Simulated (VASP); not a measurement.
CaO (strained rocksalt): a r²SCAN single-point calculation in VASP

INCAR

```
PREC = Accurate
LCHARG = .TRUE.
METAGGA = R2SCAN
SIGMA = 0.01
NBANDS = 15
NSW = 0
EDIFF = 1E-7
IBRION = -1
ISMEAR = 0
LELF = .TRUE.
ENCUT = 520
ISIF = 2
NELM = 120
LASPH = .TRUE.
LREAL = .FALSE.
ALGO = Normal
LWAVE = .FALSE.
```

KPOINTS

```
KPOINTS created by Atomic Simulation Environment
0
Gamma
10 10 10
0 0 0
```

KPOINTS_OPT

```
special points
7
Reciprocal
0.0000000000 0.0000000000 0.0000000000 1
0.5000000000 0.0000000000 0.5000000000 1
0.6250000000 0.2500000000 0.6250000000 1
0.3750000000 0.3750000000 0.7500000000 1
0.5000000000 0.5000000000 0.5000000000 1
0.5000000000 0.2500000000 0.7500000000 1
0.0000000000 0.5000000000 0.5000000000 1
```

POSCAR

```
Ca O
 1.0000000000000000
     0.0000000000000000    2.3016481089999998    2.4512514325999999
     2.3016481089999998    0.0000000000000000    2.4512514325999999
     2.3016481089999998    2.3016481089999998    0.0000000000000000
 Ca  O
   1   1
Cartesian
  0.0000000000000000  0.0000000000000000  0.0000000000000000
  2.3016481089999998  2.3016481089999998  2.4512514325999994
```

VASP ran with the recommended PBE PAW datasets (16 valence electrons in the cell).

Command

```
mpirun -np 1 vasp_std
```

OSZICAR

```
N       E                     dE             d eps       ncg     rms          rms(c)
DAV:   1     0.116896429931E+03    0.11690E+03   -0.85717E+03  3067   0.113E+03
DAV:   2    -0.199385054600E+02   -0.13683E+03   -0.12725E+03  3830   0.300E+02
DAV:   3    -0.251134112145E+02   -0.51749E+01   -0.51372E+01  3805   0.609E+01
DAV:   4    -0.252520843387E+02   -0.13867E+00   -0.13853E+00  3855   0.913E+00
DAV:   5    -0.252549635049E+02   -0.28792E-02   -0.28791E-02  3655   0.121E+00    0.776E+00
DAV:   6    -0.192352459289E+02    0.60197E+01   -0.34483E+00  4040   0.234E+01    0.257E+00
DAV:   7    -0.193523845379E+02   -0.11714E+00   -0.50930E-01  3235   0.528E+00    0.192E+00
DAV:   8    -0.193821220338E+02   -0.29737E-01   -0.15974E-01  3264   0.466E+00    0.127E+00
DAV:   9    -0.193516932936E+02    0.30429E-01   -0.76641E-02  3328   0.299E+00    0.148E-01
DAV:  10    -0.193511539839E+02    0.53931E-03   -0.40408E-03  3432   0.638E-01    0.761E-02
DAV:  11    -0.193513123878E+02   -0.15840E-03   -0.66020E-04  3522   0.234E-01    0.525E-02
DAV:  12    -0.193512474355E+02    0.64952E-04   -0.15119E-04  3781   0.113E-01    0.501E-03
DAV:  13    -0.193512490473E+02   -0.16118E-05   -0.11063E-05  3761   0.316E-02    0.548E-03
DAV:  14    -0.193512491307E+02   -0.83359E-07   -0.24361E-07  3795   0.423E-03
   1 F= -.19351249E+02 E0= -.19351249E+02  d E =-.666496E-73
       N       E                     dE             ncg
DAV:   1     0.143297905203E+04   -0.44216E+04      210
DAV:   2     0.527156184108E+03   -0.90582E+03      259
DAV:   3     0.498661897754E+03   -0.28494E+02      231
DAV:   4     0.498013465627E+03   -0.64843E+00      328
DAV:   5     0.498010171716E+03   -0.32939E-02      217
DAV:   6     0.498010128008E+03   -0.43708E-04      296
DAV:   7     0.498010127206E+03   -0.80217E-06      215
DAV:   8     0.498010127190E+03   -0.16130E-07      203
```

From OUTCAR

```
k-points           NKPTS =    102   k-points in BZ     NKDIM =    102   number of bands    NBANDS=     15

   NELECT =      16.0000    total number of electrons

   dimension x,y,z NGX =    28 NGY =   28 NGZ =   24
   dimension x,y,z NGXF=    56 NGYF=   56 NGZF=   48

  energy-cutoff  :      520.00
  volume of cell :       25.97
      direct lattice vectors                 reciprocal lattice vectors
     0.000000000  2.301648109  2.451251433    -0.217235640  0.217235640  0.203977443
     2.301648109  0.000000000  2.451251433     0.217235640 -0.217235640  0.203977443
     2.301648109  2.301648109  0.000000000     0.217235640  0.217235640 -0.203977443

 k-points in reciprocal lattice and weights: KPOINTS created by Atomic Simulation Env
   0.00000000  0.00000000  0.00000000       0.001
   0.10000000  0.00000000  0.00000000       0.008
   0.20000000  0.00000000  0.00000000       0.008
   0.30000000 -0.00000000  0.00000000       0.008
   0.40000000 -0.00000000  0.00000000       0.008
   0.50000000  0.00000000  0.00000000       0.004
   0.10000000  0.10000000  0.00000000       0.002
   0.20000000  0.10000000  0.00000000       0.008
   ...

 E-fermi :   2.5948

 k-point     1 :       0.0000    0.0000    0.0000
  band No.  band energies     occupation
      1     -36.3585      2.00000
      2     -16.2309      2.00000
      3     -16.1834      2.00000
      4     -16.1833      2.00000
      5     -14.2071      2.00000
      6       2.2840      2.00000
      7       2.4694      2.00000
      8       2.4695      2.00000
      9       8.2071      0.00000
     10       9.1310      0.00000
     11       9.5998      0.00000
     12       9.5999      0.00000
     13      11.0690      0.00000
     14      11.4516      0.00000
     15      18.6572      0.00000

 k-point     2 :       0.1000    0.0000    0.0000
  band No.  band energies     occupation
      1     -36.3454      2.00000
      2     -16.4404      2.00000
      3     -16.2290      2.00000
      4     -16.1848      2.00000
      5     -13.9572      2.00000
      6       2.0147      2.00000
      7       2.2276      2.00000
      8       2.3045      2.00000
      9       8.6548      0.00000
     10       9.2665      0.00000
     11       9.6377      0.00000
     12       9.7746      0.00000
     13      11.3455      0.00000
     14      11.7392      0.00000
     15      19.1164      0.00000

 k-point     3 :       0.2000    0.0000    0.0000
  band No.  band energies     occupation
      1     -36.3109      2.00000
      2     -16.9233      2.00000
      3     -16.2561      2.00000
      4     -16.1886      2.00000
      5     -13.4590      2.00000
      6       1.2457      2.00000
      7       1.8369      2.00000
      8       1.9086      2.00000
      9       9.3850      0.00000
     10       9.7571      0.00000
     11      10.0791      0.00000
     12      10.2598      0.00000
     13      12.0571      0.00000
     14      12.4805      0.00000
     15      19.8535      0.00000

 k-point     4 :       0.3000   -0.0000    0.0000
  band No.  band energies     occupation
      1     -36.2678      2.00000
      2     -17.3791      2.00000
      3     -16.2882      2.00000
      4     -16.1932      2.00000
      5     -12.9829      2.00000
      6       0.4296      2.00000
      7       1.4365      2.00000
      8       1.4748      2.00000
      9       9.6875      0.00000
     10      10.8252      0.00000
     11      10.9323      0.00000
     12      10.9710      0.00000
     13      12.9164      0.00000
     14      13.4083      0.00000
     15      19.5610      0.00000

 k-point     5 :       0.4000   -0.0000    0.0000
  band No.  band energies     occupation
      1     -36.2327      2.00000
      2     -17.6890      2.00000
      3     -16.3138      2.00000
      4     -16.1968      2.00000
      5     -12.6539      2.00000
      6      -0.1551      2.00000
      7       1.1464      2.00000
      8       1.1576      2.00000
      9      10.1516      0.00000
     10      11.5575      0.00000
     11      11.5711      0.00000
     12      11.8626      0.00000
     13      13.5719      0.00000
     14      14.2236      0.00000
     15      18.8534      0.00000

 k-point     6 :       0.5000    0.0000    0.0000
  band No.  band energies     occupation
      1     -36.2192      2.00000
      2     -17.7981      2.00000
      3     -16.3235      2.00000
      4     -16.1982      2.00000
      5     -12.5367      2.00000
      6      -0.3657      2.00000
      7       1.0419      2.00000
      8       1.0430      2.00000
      9      10.4219      0.00000
     10      11.8213      0.00000
     11      11.9101      0.00000
     12      12.1255      0.00000
     13      13.8091      0.00000
     14      14.5734      0.00000
     15      18.6451      0.00000

 k-point     7 :       0.1000    0.1000    0.0000
  band No.  band energies     occupation
      1     -36.3437      2.00000
      2     -16.4193      2.00000
      3     -16.2058      2.00000
      4     -16.2057      2.00000
      5     -14.0120      2.00000
      6       1.7267      2.00000
      7       2.4095      2.00000
      8       2.4096      2.00000
      9       8.8106      0.00000
     10       8.9568      0.00000
     11       9.9566      0.00000
     12       9.9566      0.00000
     13      11.3875      0.00000
     14      11.5385      0.00000
     15      19.2468      0.00000

 k-point     8 :       0.2000    0.1000    0.0000
  band No.  band energies     occupation
      1     -36.3185      2.00000
      2     -16.7225      2.00000
      3     -16.2411      2.00000
      4     -16.2253      2.00000
      5     -13.7023      2.00000
      6       1.2054      2.00000
      7       2.1297      2.00000
      8       2.2095      2.00000
      9       8.7098      0.00000
     10       9.8425      0.00000
     11      10.3296      0.00000
     12      10.4320      0.00000
     13      11.8983      0.00000
     14      11.9217      0.00000
     15      19.9898      0.00000

 k-point     9 :       0.3000    0.1000    0.0000
  band No.  band energies     occupation
      1     -36.2792      2.00000
      2     -17.1461      2.00000
      3     -16.2880      2.00000
      4     -16.2360      2.00000
      5     -13.2673      2.00000
      6       0.6345      2.00000
      7       1.6272      2.00000
      8       1.8194      2.00000
      9       8.9981      0.00000
     10      10.7353      0.00000
     11      11.0794      0.00000
     12      11.0907      0.00000
     13      12.6795      0.00000
     14      12.6805      0.00000
     15      20.0124      0.00000

 k-point    10 :       0.4000    0.1000    0.0000
  band No.  band energies     occupation
      1     -36.2406      2.00000
      2     -17.5044      2.00000
      3     -16.3376      2.00000
      4     -16.2338      2.00000
      5     -12.8854      2.00000
      6       0.1249      2.00000
      7       1.2245      2.00000
      8       1.4179      2.00000
      9       9.6170      0.00000
     10      11.0928      0.00000
     11      11.6746      0.00000
     12      12.2074      0.00000
     13      13.4197      0.00000
     14      13.6171      0.00000
     15      19.0466      0.00000

 k-point    11 :       0.5000    0.1000    0.0000
  band No.  band energies     occupation
      1     -36.2177      2.00000
      2     -17.7083      2.00000
      3     -16.3748      2.00000
      4     -16.2195      2.00000
      5     -12.6497      2.00000
      6      -0.1859      2.00000
      7       1.0546      2.00000
      8       1.1419      2.00000
      9      10.3036      0.00000
     10      11.1305      0.00000
     11      11.9227      0.00000
     12      12.6353      0.00000
     13      14.0565      0.00000
     14      14.3616      0.00000
     15      18.5454      0.00000

 k-point    12 :      -0.4000    0.1000    0.0000
  band No.  band energies     occupation
      1     -36.2195      2.00000
      2     -17.7198      2.00000
      3     -16.3869      2.00000
      4     -16.1986      2.00000
      5     -12.6111      2.00000
      6      -0.1811      2.00000
      7       1.0659      2.00000
      8       1.1235      2.00000
      9      10.2300      0.00000
     10      11.2412      0.00000
     11      11.6640      0.00000
     12      12.2333      0.00000
     13      14.2616      0.00000
     14      14.5344      0.00000
     15      18.6411      0.00000

 k-point    13 :      -0.3000    0.1000    0.0000
  band No.  band energies     occupation
      1     -36.2453      2.00000
      2     -17.5379      2.00000
      3     -16.3699      2.00000
      4     -16.1791      2.00000
      5     -12.7824      2.00000
      6       0.1672      2.00000
      7       1.2090      2.00000
      8       1.3903      2.00000
      9       9.7014      0.00000
     10      10.8147      0.00000
     11      11.0533      0.00000
     12      11.6400      0.00000
     13      13.6688      0.00000
     14      14.0956      0.00000
     15      19.2417      0.00000

 ...

  Total        2.4811377      2.4811377      0.1272903      0.0000000      0.0000000     -0.0000000
  in kB      153.0614221    153.0614221      7.8525377      0.0000000      0.0000000     -0.0000000
  external PRESSURE =     104.6584606 kB  Pullay stress =       0.0000000 kB

 POSITION                                       TOTAL-FORCE (eV/Angst)
 -----------------------------------------------------------------------------------
      0.00000      0.00000      0.00000        -0.000000     -0.000000     -0.000000
      2.30165      2.30165      2.45125         0.000000      0.000000      0.000000
 -----------------------------------------------------------------------------------
    total drift:                                0.000000      0.000000      0.000000

  FREE ENERGIE OF THE ION-ELECTRON SYSTEM (eV)
  ---------------------------------------------------
  free  energy   TOTEN  =       -19.3512491307 eV

  energy  without entropy=      -19.3512491307  energy(sigma->0) =      -19.35124913
```

- gap between bands v and c: 4.04 eV
- least direct gap: 4.42 eV
- pressure: 10.5 GPa

Band v is the last that the valence electrons fill when counted band by band, and c is the next.

The run took about 1.9 min on one core of a shared host (Intel Xeon Platinum 8488C) and held 0.21 GiB at most.
